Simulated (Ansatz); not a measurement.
**In2GaAs3: how settings move the results**

The task here is to estimate one member of a computed series from the others.

Method: DFT r2SCAN, scalar-relativistic, plane waves, PAW, in Ansatz 0.2.0.

1 further run of the same task is left out (set aside as unsound or not needed). Runs told in other sessions of the task aren't counted.

### The system as given

The structure is tetragonal, space group I-4m2 (No. 119). The conventional cell has a = 4.280 Å, b = 4.280 Å, c = 18.120 Å, α = 90.00°, β = 90.00°, γ = 90.00°. In (site symmetry 2mm) is surrounded by 4 As at 2.66 to 2.67 Å. Around Ga (site symmetry -4m2) lie 4 As at 2.54 Å. As (site symmetry -4m2) has 4 In at 2.66 Å in its first shell of neighbours. As (site symmetry 2mm) is surrounded by 2 Ga at 2.54 Å and 2 In at 2.67 Å.

Coordinates:

```cif
data_structure
_symmetry_space_group_name_H-M 'I-4m2'
_symmetry_Int_Tables_number 119
_cell_length_a 4.2804
_cell_length_b 4.2804
_cell_length_c 18.1201
_cell_angle_alpha 90.000
_cell_angle_beta 90.000
_cell_angle_gamma 90.000
_cell_volume 331.99
loop_
_atom_site_label
_atom_site_type_symbol
_atom_site_symmetry_multiplicity
_atom_site_Wyckoff_symbol
_atom_site_fract_x
_atom_site_fract_y
_atom_site_fract_z
_atom_site_occupancy
In1 In 4 e 0.00000 0.00000 0.33676 1
Ga1 Ga 2 a 0.00000 0.00000 0.00000 1
As1 As 2 d 0.50000 0.00000 0.25000 1
As2 As 4 f 0.00000 0.50000 0.07547 1
```

Source of the structure: the Materials Project (structure only). It is taken as it stands there.

### The base input

input.yaml

```yaml
crystal:
  lattice:
    - [-2.140184, 2.140184, 9.060064]
    - [2.140184, -2.140184, 9.060064]
    - [2.140184, 2.140184, -9.060064]
  atoms:
    - { symbol: In, position: [0.336756, 0.336756, 0.0] }
    - { symbol: In, position: [0.663244, 0.663244, 0.0] }
    - { symbol: Ga, position: [0.0, 0.0, 0.0] }
    - { symbol: As, position: [0.25, 0.75, 0.5] }
    - { symbol: As, position: [0.575475, 0.075475, 0.5] }
    - { symbol: As, position: [0.924525, 0.424525, 0.5] }
basis:
  ecutwfc: 500
kpoints:
  mp_grid: { grid: [12, 12, 12] }
hamiltonian:
  xc: r2scan
scf:
  occupations: { method: gaussian, width: 0.1 }
output:
  forces: true
  stress: true
  eigenvalues: true
  populations: true
```

It was run beforehand and gave: -4934.9891 eV/atom at zero smearing, pressure -2.34 GPa, largest force 0.048 eV/Å, no gap on the mesh, in 8 SCF cycles and 7.4 min.

Set-up of the first run:

input.yaml

```yaml
crystal:
  lattice:
    - [-2.140184, 2.140184, 9.060064]
    - [2.140184, -2.140184, 9.060064]
    - [2.140184, 2.140184, -9.060064]
  atoms:
    - { symbol: In, position: [0.336756, 0.336756, 0.0] }
    - { symbol: In, position: [0.663244, 0.663244, 0.0] }
    - { symbol: Ga, position: [0.0, 0.0, 0.0] }
    - { symbol: As, position: [0.25, 0.75, 0.5] }
    - { symbol: As, position: [0.575475, 0.075475, 0.5] }
    - { symbol: As, position: [0.924525, 0.424525, 0.5] }
basis:
  ecutwfc: 150
kpoints:
  mp_grid: { grid: [12, 12, 12] }
hamiltonian:
  xc: r2scan
scf:
  occupations: { method: gaussian, width: 0.1 }
output:
  forces: true
  stress: true
  eigenvalues: true
```

Command:

```console
$ ansatz run input.yaml --threads 1 --pin off --max-ram 2560MiB --backend cpu --events-out ev --progress --plain --runs-dir out
```

Among the steps run: Plane-wave cutoff set to 150 eV; Plane-wave cutoff: 200 eV; Plane-wave cutoff set to 250 eV; Plane-wave cutoff set to 300 eV; Plane-wave cutoff set to 350 eV; Plane-wave cutoff set to 380 eV; Plane-wave cutoff set to 460 eV; Plane-wave cutoff set to 520 eV; Plane-wave cutoff: 600 eV; Plane-wave cutoff: 700 eV.

One of the session's tables, all rows but one given; the rest of the session is left out.

```
cutoff (eV)  ΔE (meV/atom)  pressure (GPa)  largest change of a force component (eV/Å)
        150          37018            0.81                                       0.351
        200           6733           -1.31                                       0.253
        250            916           -2.73                                       0.030
        300           81.9           -2.18                                       0.011
        350           6.86           -2.32                                       0.003
        380           3.69           -2.34                                       0.000
        460           1.26           -2.34                                       0.000
        500           0.62           -2.34                                       0.000
        520           0.44           -2.34                                       0.000
        600              ?               ?                                           ?
        700           0.00           -2.35                                       0.000
```

Estimate the missing values for cutoff (eV) = 600.

Worked estimate for «ΔE (meV/atom)». A straight line through the neighbours (520, 0.44) and (700, 0.00) gives 0.44 + (0.00 − 0.44) × (600 − 520) / (700 − 520) = 0.24; a parabola fitted to 3 rows on both sides gives -0.02.

As computed: ΔE (meV/atom): 0.15; pressure (GPa): -2.35; largest change of a force component (eV/Å): 0.000. In «ΔE (meV/atom)» the line misses by +0.09 and the parabola by -0.17.

Caveats from the session: The settings are coarse, so take the values as rough. Warnings in the runs' records: cutoff below recommended.
